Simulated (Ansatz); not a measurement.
# AlP: the crystal squeezed far

An exercise on one series of results from a longer session: the logs are not shown, and one member is left open.

Computed with Ansatz 0.2.0 (DFT, r2SCAN, PAW with Ansatz's default frozen-core files, scalar-relativistic, unless a step's input says otherwise).

### Starting point

The structure is cubic, space group F-43m (No. 216). The conventional cell has a = 5.398 Å, b = 5.398 Å, c = 5.398 Å, α = 90.00°, β = 90.00°, γ = 90.00°. Al (site symmetry -43m) is surrounded by 4 P at 2.34 Å. P (site symmetry -43m) has 4 Al at 2.34 Å as nearest neighbours.

Structure file:

```
Al P
1.0
     0.00000    2.69877    2.69877
     2.69877    0.00000    2.69877
     2.69877    2.69877    0.00000
Al P
1 1
Direct
  0.00000 0.00000 0.00000
  0.25000 0.25000 0.25000
```

Whether this phase is the stable one at these pressures isn't tested.

Atoms are numbered in the order of the input: Al1, P2.

The first run:

input.yaml

```yaml
crystal:
  lattice:
    - [0.0, 2.6987740699, 2.6987740699]
    - [2.6987740699, 0.0, 2.6987740699]
    - [2.6987740699, 2.6987740699, 0.0]
  atoms:
    - { symbol: Al, position: [0.0, 0.0, 0.0] }
    - { symbol: P, position: [0.25, 0.25, 0.25] }
kpoints:
  mp_grid: { grid: [12, 12, 12] }
scf:
  occupations: { method: fermi_dirac, width: 0.08 }
hamiltonian:
  xc: r2scan
  pseudopotentials: { kind: paw }
output:
  forces: true
  stress: true
relax:
  f_tol: 0.005
  max_steps: 40
  cell: {}
```

The run is started by

```
ansatz run input.yaml --threads 1 --pin off --max-ram 2048MiB --backend cpu --events-out ev --progress --plain --runs-dir out
```

Steps of the session up to this table: Cell relaxed at zero pressure, PAW; Volume scaled by 1, PAW; Volume scaled by 0.94, PAW; Volume scaled by 0.88, PAW; Volume scaled by 0.8, PAW; Volume scaled by 0.72, PAW; Volume scaled by 0.64, PAW; Volume scaled by 0.55, PAW; Volume scaled by 0.55, PAW (cutoff 600 eV).

One table of the session follows, with a row left open; its other results are not shown here.

| method | volume over the first | volume (Å³/atom) | pressure (GPa) | gap on the k mesh (eV) |
| --- | --- | --- | --- | --- |
| PAW | 1 | 20.555 | 0.00 | 1.93 |
| PAW | 0.94 | 19.322 | 6.35 | 1.81 |
| PAW | 0.88 | 18.088 | 14.96 | 1.66 |
| PAW | 0.8 | ? | ? | ? |
| PAW | 0.72 | 14.800 | 56.71 | 1.10 |
| PAW | 0.64 | 13.155 | 96.13 | 0.68 |
| PAW | 0.55 | 11.305 | 169.84 | 0.04 |
| PAW (cutoff 600 eV) | 0.55 | 11.305 | 169.81 | – |

Q: Estimate the row for PAW, 0.8 from the others.

As computed: volume (Å³/atom): 16.444; pressure (GPa): 31.47; gap on the k mesh (eV): 1.42. In the column «volume (Å³/atom)» it lies between PAW, 0.72 (14.800) and PAW, 0.88 (18.088).
